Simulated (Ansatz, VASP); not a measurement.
## Ru: VASP beside Ansatz

```
Ru
1.0
     2.70580    0.00000    0.00000
    -1.35290    2.34329    0.00000
     0.00000    0.00000    4.28190
Ru
2
Direct
  0.66667 0.33333 0.75000
  0.33333 0.66667 0.25000
```

Alike in both runs: task single point; functional PBE; k mesh 11 × 11 × 6; occupations gaussian, width 0.027 eV; no spin polarisation.

```csv
,VASP,Ansatz
version,VASP 6.6.1,Ansatz 0.2.0
potentials or method,"VASP PAW PBE potentials, release 64 (Ru_pv)",Ansatz PAW
plane-wave cutoff (eV),520,420
valence electrons in the cell,28,32
```

Ansatz gave:

```
gap on the k mesh at the Fermi level (eV)       : none
pressure (GPa)                                  : 4.5
largest component of the traceless stress (GPa) : 0.13
```

Question: Estimate VASP's values.

Answer: gap on the k mesh at the Fermi level (eV): none; pressure (GPa): 4.4; largest component of the traceless stress (GPa): 0.11.

A gap of «none» marks a metal or a gap that the smearing closes. The two sets of potentials don't hold the same shells in valence.
